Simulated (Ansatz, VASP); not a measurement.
# Cross-check of Te2Mo between VASP and Ansatz, part 2 of 2

Aim: how closely do two programs agree when they are given the same cell, functional and k mesh? The structure shown is the start of the Ansatz relaxation below; VASP solves that cell, so the two are compared at the walk's first step.

VASP 6.6.1 and Ansatz 0.2.0.

So far. Step 4 (Side by side): The forces differ by 13 meV/Å r.m.s., which is 6.4 % of the r.m.s. force of 0.210 eV/Å (both taken over all components). With vacuum in the cell, a pressure given here is an average over mostly empty space and none of the material.

## (5) Ansatz: relaxation, PBEsol with D3(BJ)

Level of this step: Ansatz beside VASP: Kohn-Sham DFT, plane waves, PBEsol with D3(BJ) (Ansatz).

The two programs are compared at the cell with which this relaxation starts, whose forces are those of its first step. This pair takes another cell of the material, with 6 atoms against 3 for the pair before.

The structure compared here is the start of the Ansatz relaxation; VASP solves that cell, so the two are compared at the walk's first step.

File input.yaml:

```yaml
crystal:
  lattice:
    - [3.55, 0.0, 0.0]
    - [-1.775, 3.0743901834, 0.0]
    - [0.0, 0.0, 48.3]
  atoms:
    - { symbol: Mo, position: [0.3333333333, 0.6666666667, 0.4283643893] }
    - { symbol: Te, position: [0.6666666667, 0.3333333333, 0.4658385093] }
    - { symbol: Te, position: [0.6666666667, 0.3333333333, 0.3908902692] }
    - { symbol: Mo, position: [0.6666666667, 0.3333333333, 0.5716356107] }
    - { symbol: Te, position: [0.3333333333, 0.6666666667, 0.6091097308] }
    - { symbol: Te, position: [0.3333333333, 0.6666666667, 0.5341614907] }
  periodic: [true, true, false]
kpoints:
  mp_grid: { grid: [9, 9, 1] }
hamiltonian:
  xc: pbesol
  dispersion: d3bj
scf:
  occupations: { method: fermi_dirac, width: 0.02 }
relax:
  f_tol: 0.01
  max_steps: 100
  cell: {}
```

Started as:

```bash
$ ansatz run input.yaml --threads 3 --pin off --max-ram 92160MiB --backend cuda --events-out ev --progress --plain --runs-dir out --devices 1 --max-vram 13GiB
```

Numbers of over 12 decimals in the logs are rounded to 6 here.

What it wrote:

```text
GPUs: using 1 of 1 available (devices: 1).
[...]
GPU FFT provider: cuFFT
GPU libraries: cuBLAS 13.8.2, cuFFT 12.4.0, cuSOLVER 12.3.4
Crystal: 6 atoms, lattice volume = 527.150 Å³
Basis set: ecut = 420 eV, 10187 PW (Γ), exchange–correlation on 48×48×648 points (8 copies of the dense FFT grid, shifted against one another)
[...]
cell:  # Å, volume = 494.6340 Å³
    - [3.438770, 0.0, 0]
    - [-1.719385, 2.978062, 0]
    - [0, 0, 48.3]
  atoms:
    - { symbol: Mo, position: [0.333333, 0.666667, 0.430930] }
    - { symbol: Te, position: [0.666667, 0.333333, 0.468584] }
    - { symbol: Te, position: [0.666667, 0.333333, 0.393357] }
    - { symbol: Mo, position: [0.666667, 0.333333, 0.569070] }
    - { symbol: Te, position: [0.333333, 0.666667, 0.606643] }
    - { symbol: Te, position: [0.333333, 0.666667, 0.531416] }
[key lines of the parts left out:]
SCF converged after 8 iterations
Free energy (F): -37405.317764 eV
Fermi energy:    -4.235187 eV
P = ½ c Tr σ = -0.0109 N/m
```

## (6) VASP: single point, PBEsol with D3(BJ), start cell, pair 2

The same cell, functional, mesh and smearing now go to VASP, with its own data sets.

File INCAR:

```
SYSTEM = Te2Mo
PREC = Accurate
ENCUT = 400
EDIFF = 1E-06
NELM = 120
ISMEAR = -1
SIGMA = 0.02
LREAL = .FALSE.
ALGO = Normal
GGA = PS
IVDW = 12
NBANDS = 32
LASPH = .TRUE.
LORBIT = 11
LWAVE = .FALSE.
LCHARG = .FALSE.
ISIF = 2
LDIPOL = .TRUE.
IDIPOL = 3
DIPOL = 0.5 0.5 0.5
LVHAR = .TRUE.
GGA_COMPAT = .FALSE.
EFERMI = MIDGAP
NELMDL = -8
KPAR = 2
```

File POSCAR:

```
Te2Mo
1.0
    3.5500000000      0.0000000000      0.0000000000
   -1.7750000000      3.0743900000      0.0000000000
    0.0000000000      0.0000000000     48.3000000000
Mo Te
2 4
Direct
    0.3333332791      0.6666665582      0.4283643892
    0.6666667209      0.3333334418      0.5716356108
    0.6666667209      0.3333334418      0.4658385093
    0.6666667209      0.3333334418      0.3908902692
    0.3333332791      0.6666665582      0.6091097308
    0.3333332791      0.6666665582      0.5341614907
```

File KPOINTS:

```
Automatic mesh
0
Gamma
9 9 1
0 0 0
```

The projector-augmented-wave data sets are Mo_sv and Te (PBE family, release 64).

Started as:

```bash
$ mpirun -np 2 vasp_std
```

What it wrote:

```text
[banner, memory and clock lines left out]
running    2 mpi-ranks, on    1 nodes
[...]
[... a notice as in an earlier step ...]

 LDA part: xc-table for (Slater+PW92), standard interpolation
 POSCAR, INCAR and KPOINTS ok, starting setup
[...]
entering main loop
       N       E                     dE             d eps       ncg     rms          rms(c)
DAV:   1     0.363562008083E+03    0.36356E+03   -0.21575E+04   984   0.100E+03
DAV:   2    -0.992843836357E+01   -0.37349E+03   -0.36792E+03  1080   0.247E+02
DAV:   3    -0.396688199140E+02   -0.29740E+02   -0.29426E+02   952   0.654E+01
DAV:   4    -0.408062128269E+02   -0.11374E+01   -0.11291E+01  1136   0.124E+01
[...]
DAV:  26    -0.392554409896E+02   -0.59227E-05   -0.12725E-07   536   0.141E-03    0.649E-04
DAV:  27    -0.392554444730E+02   -0.34834E-05   -0.12083E-07   536   0.119E-03    0.133E-03
DAV:  28    -0.392554453858E+02   -0.91277E-06   -0.18927E-08   480   0.533E-04
   1 F= -.41778920E+02 E0= -.41778920E+02  d E =-.222593E-10
```

OUTCAR, selected parts (step 6):

```text
 Edisp (eV)   -2.52347

  Total      -5.96613    -5.96613    -4.35734     0.00000     0.00000     0.00000
  in kB     -18.13297   -18.13297   -13.24335     0.00000     0.00000     0.00000
  external pressure =      -16.50 kB  Pullay stress =        0.00 kB

 POSITION                                       TOTAL-FORCE (eV/Angst)
 -----------------------------------------------------------------------------------
      0.00000      2.04959     20.69000        -0.000000     -0.000000      0.007214
      1.77500      1.02480     27.61000         0.000000      0.000000     -0.007214
      1.77500      1.02480     22.50000         0.000000     -0.000000     -0.284328
      1.77500      1.02480     18.88000         0.000000      0.000000      0.477399
      0.00000      2.04959     29.42000        -0.000000     -0.000000     -0.477399
      0.00000      2.04959     25.80000        -0.000000      0.000000      0.284328
 -----------------------------------------------------------------------------------
    total drift:                                0.000000     -0.000000     -0.000000

  FREE ENERGIE OF THE ION-ELECTRON SYSTEM (eV)
  ---------------------------------------------------
  free  energy   TOTEN  =       -41.7789202103 eV

  energy  without entropy=      -41.7789202103  energy(sigma->0) =      -41.77892021

[... 3 further parts left out ...]
[key lines of the parts left out:]
E-fermi :  -0.6712
```

## (7) Differences

What differs besides the data sets and the points named for the pairs above, as far as they apply: the data sets hold 92 valence electrons in Ansatz (on its default PAW (the set named soft_2) files) and 52 in VASP. Total energies have different zeros and are not compared.

Forces (eV/Å; atoms numbered as in POSCAR):

```tsv
atom	Ansatz x, y, z	VASP x, y, z
Mo1	0.000, 0.000, 0.008	0.000, 0.000, 0.007
Mo2	0.000, 0.000, -0.008	0.000, 0.000, -0.007
Te3	0.000, 0.000, -0.313	0.000, 0.000, -0.284
Te4	0.000, 0.000, 0.506	0.000, 0.000, 0.477
Te5	0.000, 0.000, -0.506	0.000, 0.000, -0.477
Te6	0.000, 0.000, 0.313	0.000, 0.000, 0.284
```

The forces differ by 14 meV/Å r.m.s., which is 7.4 % of the r.m.s. force of 0.185 eV/Å (both taken over all components). With vacuum in the cell, a pressure given here is an average over mostly empty space and none of the material.

## (8) Ansatz: relaxation, PBEsol with D3(BJ)

The two programs are compared at the cell with which this relaxation starts, whose forces are those of its first step. This pair takes another cell of the material, with 9 atoms against 6 for the pair before.

The structure compared here is the start of the Ansatz relaxation; VASP solves that cell, so the two are compared at the walk's first step.

File input.yaml:

```yaml
crystal:
  lattice:
    - [3.55, 0.0, 0.0]
    - [-1.775, 3.0743901834, 0.0]
    - [0.0, 0.0, 62.1]
  atoms:
    - { symbol: Mo, position: [0.3333333333, 0.6666666667, 0.3885668277] }
    - { symbol: Te, position: [0.6666666667, 0.3333333333, 0.4177133656] }
    - { symbol: Te, position: [0.6666666667, 0.3333333333, 0.3594202899] }
    - { symbol: Mo, position: [0.6666666667, 0.3333333333, 0.5] }
    - { symbol: Te, position: [0.3333333333, 0.6666666667, 0.5291465378] }
    - { symbol: Te, position: [0.3333333333, 0.6666666667, 0.4708534622] }
    - { symbol: Mo, position: [0.3333333333, 0.6666666667, 0.6114331723] }
    - { symbol: Te, position: [0.6666666667, 0.3333333333, 0.6405797101] }
    - { symbol: Te, position: [0.6666666667, 0.3333333333, 0.5822866344] }
  periodic: [true, true, false]
kpoints:
  mp_grid: { grid: [9, 9, 1] }
hamiltonian:
  xc: pbesol
  dispersion: d3bj
scf:
  occupations: { method: fermi_dirac, width: 0.02 }
relax:
  f_tol: 0.01
  max_steps: 100
  cell: {}
output:
  write_density: true
  write_potential: true
  elf: true
  volumetric_format: npy
```

Started as:

```bash
$ ansatz run input.yaml --threads 3 --pin off --max-ram 92160MiB --backend cuda --events-out ev --progress --plain --runs-dir out --devices 1 --max-vram 13GiB
```

What it wrote:

```text
GPUs: using 1 of 1 available (devices: 1).
[...]
GPU FFT provider: cuFFT
GPU libraries: cuBLAS 13.8.2, cuFFT 12.4.0, cuSOLVER 12.3.4
Crystal: 9 atoms, lattice volume = 677.765 Å³
Basis set: ecut = 420 eV, 13053 PW (Γ), exchange–correlation on 48×48×864 points (8 copies of the dense FFT grid, shifted against one another)
[...]
- { symbol: Te, position: [0.666667, 0.333333, 0.421952] }
    - { symbol: Te, position: [0.666667, 0.333333, 0.363444] }
    - { symbol: Mo, position: [0.666667, 0.333333, 0.500000] }
    - { symbol: Te, position: [0.333333, 0.666667, 0.529215] }
    - { symbol: Te, position: [0.333333, 0.666667, 0.470785] }
    - { symbol: Mo, position: [0.333333, 0.666667, 0.607332] }
    - { symbol: Te, position: [0.666667, 0.333333, 0.636556] }
    - { symbol: Te, position: [0.666667, 0.333333, 0.578048] }
[key lines of the parts left out:]
SCF converged after 10 iterations
Free energy (F): -56108.308393 eV
Fermi energy:    -4.267001 eV
P = ½ c Tr σ = 0.0032 N/m
```

## (9) VASP: single point, PBEsol with D3(BJ), start cell, pair 3

The same cell, functional, mesh and smearing now go to VASP, with its own data sets.

Edit INCAR of step 6 so:

```diff
@@ -11,3 +11,3 @@
 IVDW = 12
-NBANDS = 32
+NBANDS = 48
 LASPH = .TRUE.
```

File POSCAR:

```
Te2Mo
1.0
    3.5500000000      0.0000000000      0.0000000000
   -1.7750000000      3.0743900000      0.0000000000
    0.0000000000      0.0000000000     62.1000000000
Mo Te
3 6
Direct
    0.3333332791      0.6666665582      0.3885668277
    0.6666667209      0.3333334418      0.5000000000
    0.3333332791      0.6666665582      0.6114331723
    0.6666667209      0.3333334418      0.4177133655
    0.6666667209      0.3333334418      0.3594202899
    0.3333332791      0.6666665582      0.5291465378
    0.3333332791      0.6666665582      0.4708534622
    0.6666667209      0.3333334418      0.6405797101
    0.6666667209      0.3333334418      0.5822866345
```

KPOINTS is that of step 6.

Started as:

```bash
$ mpirun -np 2 vasp_std
```

What it wrote:

```text
[banner, memory and clock lines left out]
running    2 mpi-ranks, on    1 nodes
[...]
[... a notice as in an earlier step ...]

 LDA part: xc-table for (Slater+PW92), standard interpolation
|                                                                             |
|           W    W    AA    RRRRR   N    N  II  N    N   GGGG   !!!           |
|           W    W   A  A   R    R  NN   N  II  NN   N  G    G  !!!           |
|           W    W  A    A  R    R  N N  N  II  N N  N  G       !!!           |
|           W WW W  AAAAAA  RRRRR   N  N N  II  N  N N  G  GGG   !            |
|           WW  WW  A    A  R   R   N   NN  II  N   NN  G    G                |
|           W    W  A    A  R    R  N    N  II  N    N   GGGG   !!!           |
|                                                                             |
|     One of the lattice vectors is very long (>50 A), but AMIN is rather     |
|     large. This can spoil convergence since charge sloshing might occur     |
|     along the long lattice vector. If problems with convergence are         |
|     observed, try to decrease AMIN to a smaller value (e.g. 0.01).          |
|     Note: This warning only applies if the self-consistency cycle is        |
|     used.                                                                   |
|                                                                             |

 POSCAR, INCAR and KPOINTS ok, starting setup
[...]
entering main loop
       N       E                     dE             d eps       ncg     rms          rms(c)
DAV:   1     0.493757184672E+03    0.49376E+03   -0.33406E+04  1536   0.102E+03
DAV:   2    -0.155280034877E+02   -0.50929E+03   -0.49644E+03  1504   0.245E+02
DAV:   3    -0.593914824555E+02   -0.43863E+02   -0.43021E+02  1456   0.624E+01
DAV:   4    -0.612184936491E+02   -0.18270E+01   -0.18009E+01  1728   0.120E+01
[...]
DAV:  28    -0.589256283589E+02   -0.44827E-05   -0.39853E-08   704   0.683E-04    0.222E-03
DAV:  29    -0.589256360344E+02   -0.76755E-05   -0.16135E-07   776   0.139E-03    0.533E-04
DAV:  30    -0.589256366657E+02   -0.63128E-06   -0.11599E-08   696   0.447E-04
   1 F= -.62973062E+02 E0= -.62973062E+02  d E =-.131837E-09
```

From OUTCAR (step 9):

```text
 Edisp (eV)   -4.04743

  Total      -9.13553    -9.13553    -7.04350     0.00000     0.00000     0.00000
  in kB     -21.59560   -21.59560   -16.65022     0.00000     0.00000     0.00000
  external pressure =      -19.95 kB  Pullay stress =        0.00 kB

 POSITION                                       TOTAL-FORCE (eV/Angst)
 -----------------------------------------------------------------------------------
      0.00000      2.04959     24.13000         0.000000      0.000000      0.008092
      1.77500      1.02480     31.05000         0.000000     -0.000000     -0.000000
      0.00000      2.04959     37.97000         0.000000     -0.000000     -0.008092
      1.77500      1.02480     25.94000        -0.000000     -0.000000     -0.282722
      1.77500      1.02480     22.32000        -0.000000     -0.000000      0.478331
      0.00000      2.04959     32.86000        -0.000000      0.000000     -0.320097
      0.00000      2.04959     29.24000        -0.000000      0.000000      0.320097
      1.77500      1.02480     39.78000        -0.000000     -0.000000     -0.478331
      1.77500      1.02480     36.16000        -0.000000     -0.000000      0.282722
 -----------------------------------------------------------------------------------
    total drift:                                0.000000      0.000481     -0.000000

  FREE ENERGIE OF THE ION-ELECTRON SYSTEM (eV)
  ---------------------------------------------------
  free  energy   TOTEN  =       -62.9730617156 eV

  energy  without entropy=      -62.9730617154  energy(sigma->0) =      -62.97306172

[... 3 further parts left out ...]
[key lines of the parts left out:]
E-fermi :  -0.1040
```

## (10) Comparison

What differs besides the data sets and the points named for the pairs above, as far as they apply: the data sets hold 138 valence electrons in Ansatz (on its default PAW (the set named soft_2) files) and 78 in VASP. Total energies have different zeros and are not compared.

Forces (eV/Å; atoms numbered as in POSCAR):

```tsv
atom	Ansatz x, y, z	VASP x, y, z
Mo1	0.000, 0.000, 0.008	0.000, 0.000, 0.008
Mo2	0.000, 0.000, 0.000	0.000, 0.000, 0.000
Mo3	0.000, 0.000, -0.008	0.000, 0.000, -0.008
Te4	0.000, 0.000, -0.311	0.000, 0.000, -0.283
Te5	0.000, 0.000, 0.507	0.000, 0.000, 0.478
Te6	0.000, 0.000, -0.349	0.000, 0.000, -0.320
Te7	0.000, 0.000, 0.349	0.000, 0.000, 0.320
Te8	0.000, 0.000, -0.507	0.000, 0.000, -0.478
Te9	0.000, 0.000, 0.311	0.000, 0.000, 0.283
```

The forces differ by 14 meV/Å r.m.s., which is 7.8 % of the r.m.s. force of 0.175 eV/Å (both taken over all components). With vacuum in the cell, a pressure given here is an average over mostly empty space and none of the material.

## (11) Summary of results

```
r.m.s. force difference (single point, PBEsol with D3(BJ), start cell, pair 1) : 6.4 % of the r.m.s. force
r.m.s. force difference (single point, PBEsol with D3(BJ), start cell, pair 2) : 14 meV/Å
r.m.s. force difference (single point, PBEsol with D3(BJ), start cell, pair 3) : 14 meV/Å
```

In words: The r.m.s. force difference is 6.4 % of the r.m.s. force (single point, PBEsol with D3(BJ), start cell, pair 1), beyond the 3 % picked in this series as the mark of a large difference. The data sets hold unlike numbers of valence electrons (46 in Ansatz and 26 in VASP, 92 in Ansatz and 52 in VASP and 138 in Ansatz and 78 in VASP), so part of the differences comes from the potentials. What causes the difference of the single point, PBEsol with D3(BJ), start cell, pair 1 pair stays open here. What causes the difference of the single point, PBEsol with D3(BJ), start cell, pair 2 pair stays open here. What causes the difference of the single point, PBEsol with D3(BJ), start cell, pair 3 pair stays open here. 3 further runs of this series are not shown here. Such differences can come from data sets, numerical settings and the points named under the comparisons, not from the functional's error against experiment.

[Lines on the potential files, build, host, timing and source positions are cut from VASP's logs without a mark.]

[Logs are printed without paths, hosts, clocks, repeated set-up lines and the standing remarks that a program may print on its own settings, such as how far it seeks lower states.]

[Hosts, paths, dates, database ids (printed as entryN), source tags and the programs' standing remarks are cut or masked in the printed files.]
